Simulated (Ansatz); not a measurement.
# CdS (Fm-3m) in Ansatz: single point with PBE

Aim: the single point of CdS with PBE.

All numbers are computed with Ansatz 0.2.0; they aren't measurements. Logs are shortened: lines on timing, memory, paths and dates and some standing lists are left out, and cuts for length are marked.

**1. The structure**

It takes space group Fm-3m (No. 225, cubic). Conventional cell: a = 5.506 Å, b = 5.506 Å, c = 5.506 Å, α = 90.00°, β = 90.00°, γ = 90.00°. Cd (site symmetry m-3m) is surrounded by 6 S at 2.75 Å. Around S (site symmetry m-3m) lie 6 Cd at 2.75 Å.

Measurements of this composition are mostly on another form, of space group No. 186.

**2. Single point, PBE**

Input file input.yaml:

```yaml
crystal:
  lattice:
    - [0.0, 2.753244, 2.753244]
    - [2.753244, 0.0, 2.753244]
    - [2.753244, 2.753244, 0.0]
  atoms:
    - { symbol: Cd, position: [0.0, 0.0, 0.0] }
    - { symbol: S, position: [0.5, 0.5, 0.5] }
kpoints:
  mp_grid: { grid: [5, 5, 5] }
scf:
  occupations: { method: fermi_dirac, width: 0.04 }
hamiltonian:
  xc: pbe
  pseudopotentials: { kind: all_electron, lapw: { basis_error: 0.002 } }
output:
  forces: true
  stress: true
  eigenvalues: true
```

Potentials or basis: all-electron LAPW, scalar-relativistic.

Started as:

```
$ ansatz run input.yaml --threads 1 --pin off --max-ram 3072MiB --backend cpu --events-out ev --progress --plain --runs-dir out
```

Output:

```text
Warning: RAYON_NUM_THREADS=1 ignored (pool sized by the plan → 1); use --threads N
LAPW: plane waves up to 7.037 Å⁻¹, error target 2.0e-3 eV per atom; small_component_spin mean_spin; S in spheres of 1.206 Å, 14 of its electrons in bands, Dirac shells []; Cd in spheres of 1.547 Å, 20 of its electrons in bands, Dirac shells [] (how accurate: hamiltonian.pseudopotentials.lapw.basis_error, Limitations)
Engine: ansatz 0.2.0, aarch64-unknown-linux-gnu
Pseudopotentials: kind: all_electron
Pseudopotential: Cd, LAPW, valence charge 20, lapw/all_electron/scalar/gaussian/Cd, Koelling and Harmon's equation, gaussian nucleus
Pseudopotential: S, LAPW, valence charge 14, lapw/all_electron/scalar/gaussian/S, Koelling and Harmon's equation, gaussian nucleus
Functional definition: PBE
  parameter kappa = 0.804
  parameter beta = 0.06672455060314922
  exchange = pbe_x(kappa = kappa, mu = beta*pi^2/3)
  correlation = pbe_c(beta = beta)
Crystal: 2 atoms, lattice volume = 41.741 Å³
Basis set: ecut = 188.68447082753667 eV, 259 PW (Γ), exchange–correlation at level 2
Bands: 21, of which v1, the nominal top of the filled ones, is band 17 counted from 1 (16 counted from 0)
Symmetry: 48 space group operations
Space group: Fm-3m (ITA 225), of the structure as read, at distance tolerance 3.5e-5 Å
k-points: 10 of 125
Non-local potential: Cd, projectors of the file, none
Non-local potential: S, projectors of the file, none
Initial density: superposition of atomic densities (chi_scale 0.1, normalization cell, long waves kept (reshape's long-wave potential 0.00 eV rms))
Initial wavefunctions: plane waves of lowest kinetic energy (no species holds an atomic orbital)
Functional: x = pbe(κ = 0.804, μ = 0.2195149727645171), c = pbe(β = 0.06672455060314922)
iter 1 solved again at ethr=4.04e-3 eV; its pass at ethr=1.00e-1 eV (dr2=1.37e0 eV) is discarded
SCF iter   1: F=—  HF=-163099.733122 eV  |F-HF|=—  |Δ(HF+E_count)|=         —  Δρ=4.07e-2  dr2=1.38e0  ethr=4.04e-3  ⟨swp⟩=2.0  Hψ=1392  notcnv=0
preconditioner: auto → none  [insulator: Δε(μ)=1.469 eV  Ē_g=11.900 eV  σ=0.040 eV  W_gap=1.00  n_scr=14 (ndim 8)  ℏωp=24.4 eV  f_vac=0.013  D(μ)=0.00/eV (n_scr^D=0)  ε∞_Penn≈5.2]
iter 2 solved again at ethr=6.21e-5 eV; its pass at ethr=4.04e-3 eV (dr2=2.11e-2 eV) is discarded
SCF iter   2: F=—  HF=-163099.194568 eV  |F-HF|=—  |Δ(HF+E_count)|=   5.39e-1  Δρ=8.37e-3  dr2=2.12e-2  ethr=6.21e-5  ⟨swp⟩=2.0  Hψ=1118  notcnv=0
SCF iter   3: F=—  HF=-163099.139124 eV  |F-HF|=—  |Δ(HF+E_count)|=   5.54e-2  Δρ=4.71e-3  dr2=1.15e-2  ethr=6.21e-5  ⟨swp⟩=2.9  Hψ=668  notcnv=0
SCF iter   4: F=—  HF=-163099.138611 eV  |F-HF|=—  |Δ(HF+E_count)|=         —  Δρ=1.27e-3  dr2=7.58e-4  ethr=3.37e-5  ⟨swp⟩=2.0  Hψ=621  notcnv=0
the basis was enlarged: its passes take 75.4 KiB over the memory plan, 1 of 1 planned eigensolver slots
SCF iter   5: F=—  HF=-163099.138451 eV  |F-HF|=—  |Δ(HF+E_count)|=   1.59e-4  Δρ=2.43e-4  dr2=1.55e-5  ethr=2.23e-6  ⟨swp⟩=2.0  Hψ=613  notcnv=0
SCF iter   6: F=—  HF=-163099.138474 eV  |F-HF|=—  |Δ(HF+E_count)|=   2.30e-5  Δρ=3.78e-5  dr2=4.16e-7  ethr=4.57e-8  ⟨swp⟩=3.0  Hψ=630  notcnv=0
SCF iter   7: F=-163099.138475 eV  HF=-163099.138475 eV  |F-HF|=3.38e-9  |Δ(HF+E_count)|=   7.90e-7  Δρ=2.32e-6  dr2=2.78e-9  ethr=1.22e-9  ⟨swp⟩=3.0  Hψ=645  notcnv=0
SCF 1 converged in 7 iterations: F = -163099.138475 eV  dr2 = 2.78e-9
SCF converged after 7 iterations
Free energy (F): -163099.138475 eV
Harris-Foulkes:  -163099.138475 eV  (|F-HF|=3.38e-9)
Internal energy: -163099.138465 eV  (E = F + TS)
E sigma→0 (E₀):  -163099.138470 eV
Entropy (-TS):   -0.000010 eV (-0.005 meV/atom)
Fermi energy:    10.784978 eV
--- Per-component energies (eV) ---
  E_band       = -1642.304151
  E_kinetic    = 170385.897823
  E_xc         = -4908.082042
  E_electrostatic = -328576.954246  (all electrons and nuclei)
  E_smearing   = -0.000010  (= −TS)
  E_closure    = 0.000000  (closes the sum)
  E_atoms      = -163093.279048  (free atoms, spherical and without spin; not in F)
  Σ components = -163099.138475   (vs F -163099.138475, Δ=0.00e0)
  Basis errors (estimates in eV, not in F): energy 7.1e-4 per atom: plane waves 6.2e-4 (3.5e-4 summed), levels above the bands 8.0e-94, relativity 1.0e-7, radial functions 8.8e-5, core shells 2.0e-8; eigenvalues (radial functions only) 2.3e-5; not estimated: angular momenta, meshes, grids; target (lapw.basis_error) 2.0e-3; muffin-tin radii S 1.206 Å, Cd 1.547 Å
--- Forces (eV/Å), atoms counted from 1 ---
  atom   1  Cd    -0.00000000     0.00000000     0.00000000
  atom   2  S      0.00000000    -0.00000000    -0.00000000
  max |Σ_I F_I| component: 1.15e-30 eV/Å
--- Stress (GPa, compression-positive) ---
       -0.334936      -0.000000      -0.000000
       -0.000000      -0.334936       0.000000
       -0.000000       0.000000      -0.334936
  P = ⅓ Tr σ = -0.3349 GPa (-3.349 kbar)
--- Band table (eV; the first three rows and the last of 10) ---
  k-point 0: bands = ["-194.0682", "-138.8433", "-138.8433", "-138.8433", "-91.1942", "-52.2672", "-52.2672", "-52.2672", "-2.2701", "2.7883", "2.7883", "2.7883", "2.7895", "2.7895", "9.6717", "9.6717", "9.6717", "11.2159", "19.5524", "19.5524", "19.5524"]
  k-point 1: bands = ["-194.0682", "-138.8433", "-138.8433", "-138.8433", "-91.1942", "-52.2677", "-52.2673", "-52.2673", "-1.9533", "2.6866", "2.6866", "2.7506", "2.8541", "2.8541", "7.6159", "9.8970", "9.8970", "13.2100", "17.5295", "18.3875", "18.3875"]
  k-point 2: bands = ["-194.0682", "-138.8433", "-138.8433", "-138.8433", "-91.1942", "-52.2685", "-52.2675", "-52.2675", "-1.3166", "2.5295", "2.5295", "2.6065", "2.9629", "2.9629", "5.8747", "10.3074", "10.3074", "13.9605", "16.5399", "16.5399", "16.9661"]
  k-point 9: bands = ["-194.0682", "-138.8433", "-138.8433", "-138.8433", "-91.1941", "-52.2683", "-52.2680", "-52.2677", "-1.2840", "2.6584", "2.7429", "2.8247", "3.0122", "3.3003", "6.6381", "7.7539", "8.5895", "13.5550", "16.7411", "17.4837", "18.8750"]
```

Run time: 2.2 s. Hardware: 1 thread of Arm Neoverse V1, shared host; peak memory 0.23 GiB.

What came out:

```
Free energy            : -163099.1385 eV
Pressure               : -0.3 GPa
Band gap on the k mesh : 0.76 eV, indirect (least direct gap 1.54 eV)
```

Caveat: an odd mesh through Γ misses points on the zone boundary, where band edges often lie.
